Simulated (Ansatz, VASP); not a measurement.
SiC: VASP beside Ansatz

```
Si C
1.0
     3.07577    0.00769    0.00769
    -1.53123    2.65985    0.00281
     0.01262    0.01262    5.04754
Si C
2 2
Direct
  0.33285 0.66638 0.00459
  0.66636 0.33305 0.50459
  0.33301 0.66696 0.38042
  0.66778 0.33361 0.88041
```

Change from the starting cell: equal xy, yz and zx engineering shears of +0.5 %.

Alike in both runs: functional PBEsol; k mesh 8 × 8 × 6; no spin polarisation.

Ansatz relaxed the structure, and its values are those at the end. VASP's run is a single point on that final structure, the one shown.

```csv
,VASP,Ansatz
version,VASP 6.6.1,Ansatz 0.2.0
potentials or method,"VASP PAW PBE potentials, release 64 (Si, C), cutoff 520 eV","all-electron LAPW, scalar-relativistic"
occupations,"gaussian, width 0.01 eV",fixed
```

VASP gave:

```
gap on the k mesh at the Fermi level (eV) : 2.34
pressure (GPa)                            : 0.4
```

What did Ansatz give for the same quantities?

gap on the k mesh at the Fermi level (eV): 2.35; pressure (GPa): 0.0.

Ansatz ran all-electron here, so the differences hold the error of VASP's frozen core and of both bases.

Caveats: the PAW data sets were made with another functional, which shifts forces and pressure a little (VASP). A k mesh can miss the band edges.
